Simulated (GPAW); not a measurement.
GaN:

```
Ga N
1.0
     3.18000    0.00000    0.00000
    -1.59000    2.75396    0.00000
     0.00000    0.00000    5.16600
Ga N
2 2
Direct
  0.66667 0.33333 0.50000
  0.33333 0.66667 0.00000
  0.66667 0.33333 0.87500
  0.33333 0.66667 0.37500
```

| Property | Result |
| --- | --- |
| Program | GPAW 26.7.0 |
| Task | relaxation of cell and atoms |
| Functional | PBEsol |
| Dispersion | D3(BJ) |
| Potentials or basis | PAW data sets generated in the run's folder for this functional |
| Cutoff | 800 eV |
| Basis | pw |
| k mesh | 7 × 7 × 4 |
| Occupations | fermi-dirac, width 0.05 eV |
| Spin | no spin polarisation |

At the start: pressure 6.1 GPa; volume 11.31 Å³/atom.

**Question.** How do energy, volume and symmetry change on relaxing?

**Answer.** Over 5 steps the energy falls by 7.5 meV/atom and the volume is 11.63 Å³/atom (+2.8 %); space group P6_3mc (No. 186, to 0.05 Å).

Step by step:
```
step  energy change (eV)  largest force (eV/Å)  pressure (GPa)  volume (Å³)
   1              0.0000                0.1780            6.09        45.24
   2             -0.0097                0.0851            5.01        45.45
   3             -0.0272                0.1031            1.22        46.23
   4             -0.0291                0.0814            0.45        46.40
   5             -0.0301                0.0235           -0.06        46.51
```

Final structure:
```
Ga N
1.0
     3.20820    0.00000    0.00000
    -1.60410    2.77838    0.00000
     0.00000    0.00000    5.21752
Ga N
2 2
Cartesian
  1.6041 0.9261 2.6028
  0.0000 1.8523 -0.0060
  1.6041 0.9261 4.5713
  0.0000 1.8523 1.9625
```

Caveat: the data sets keep Ga 3d, Li 1s and Be 1s frozen, and some such compounds lay over 1.5 % in volume off other programs; later steps reuse the first step's grids.
